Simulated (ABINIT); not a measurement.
**ZrO2: equation of state with r2SCAN**

Crystal: ZrO2.

```
CELL_PARAMETERS angstrom
0.00000 2.54507 2.54507
2.54507 0.00000 2.54507
2.54507 2.54507 0.00000
ATOMIC_POSITIONS crystal
Zr 0.00000 0.00000 0.00000
O 0.75000 0.75000 0.75000
O 0.25000 0.25000 0.25000
```

Measurements of this composition are mostly on another form, of space group No. 14.

- Program: ABINIT 10.8.3 (patched build)
- Task: equation of state
- Functional: r2SCAN
- Potentials or basis: JTH PAW PBE v2.0
- Cutoff: 762 eV
- k mesh: 8 × 8 × 8
- Occupations: fermi-dirac, width 0.05 eV
- Spin: no spin polarisation
- Fine-grid cutoff: 1360.57 eV

| Item | Value |
| --- | --- |
| Equilibrium volume | 10.96 Å³/atom |
| Bulk modulus | 257 GPa |
| Pressure derivative of the bulk modulus | 4.2 |

Energy against volume, from the lowest point:
```csv
volume (Å³/atom),energy (meV/atom)
10.331,32.49
10.551,13.34
10.770,2.80
10.990,0.00
11.210,4.22
11.430,14.70
11.650,30.91
```

Wall time 8 min on 1 thread of Arm Neoverse V2, on a shared host, peak memory 0.21 GiB.

Caveat: pressures at fixed basis lie under the slope of the energies; the PAW data sets were made with another functional, which shifts forces and pressure a little.
